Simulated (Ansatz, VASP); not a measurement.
Two plane-wave programs on ZnSe

Contents of INCAR:

```
SYSTEM = ZnSe
PREC     = Accurate       ! precision mode
ENCUT    = 520            ! plane-wave cutoff, eV
EDIFF    = 1E-6           ! SCF threshold, eV
ISMEAR   = 0              ! smearing method
SIGMA    = 0.01           ! smearing width, eV
LREAL    = .FALSE.        ! projectors in reciprocal space
LASPH    = .TRUE.         ! aspherical terms in the spheres
NELM     = 100            ! most SCF steps
ALGO     = Normal         ! electronic algorithm
ISIF     = 2              ! what is computed and relaxed
LWAVE    = .FALSE.        ! write WAVECAR
LCHARG   = .FALSE.        ! write CHGCAR
GGA      = PE             ! functional
NBANDS   = 16             ! bands
```

The input KPOINTS:

```
regular mesh
0
G
  6 6 6
  0 0 0
```

POSCAR

```
ZnSe
1.0
    0.0000000000      2.8371866879      2.8371866879
    2.8371866879      0.0000000000      2.8371866879
    2.8371866879      2.8371866879      0.0000000000
Zn Se
1 1
Direct
    0.0000000000      0.0000000000      0.0000000000
    0.2500000000      0.2500000000      0.2500000000
```

Input for Ansatz:

```yaml
crystal:
  lattice:
    - [0.0, 2.8371866879, 2.8371866879]
    - [2.8371866879, 0.0, 2.8371866879]
    - [2.8371866879, 2.8371866879, 0.0]
  atoms:
    - { symbol: Zn, position: [0.0, 0.0, 0.0] }
    - { symbol: Se, position: [0.25, 0.25, 0.25] }
kpoints:
  mp_grid: { grid: [6, 6, 6] }
hamiltonian:
  xc: pbe
scf:
  occupations: { method: fixed }
  n_extra_bands: 4
output:
  forces: true
  stress: true
  eigenvalues: true
```

Alike in both runs: task single point; functional PBE; k mesh 6 × 6 × 6; no spin polarisation.

|  | VASP | Ansatz |
| --- | --- | --- |
| version | VASP 6.6.1 | Ansatz 0.2.0 |
| potentials or method | VASP PAW PBE potentials, release 64 (Zn, Se) | plane waves, PAW |
| plane-wave cutoff (eV) | 520 | 420 |
| occupations | gaussian, width 0.01 eV | fixed |
| valence electrons in the cell | 18 | 28 |

```csv
,VASP,Ansatz,Ansatz less VASP
gap on the k mesh at the Fermi level (eV),1.27,1.27,-0.002
pressure (GPa),2.1,1.9,-0.24
```

The two sets of potentials don't hold the same shells in valence.

Expect the measured gap to be larger: semilocal functionals such as PBE lack the derivative discontinuity.
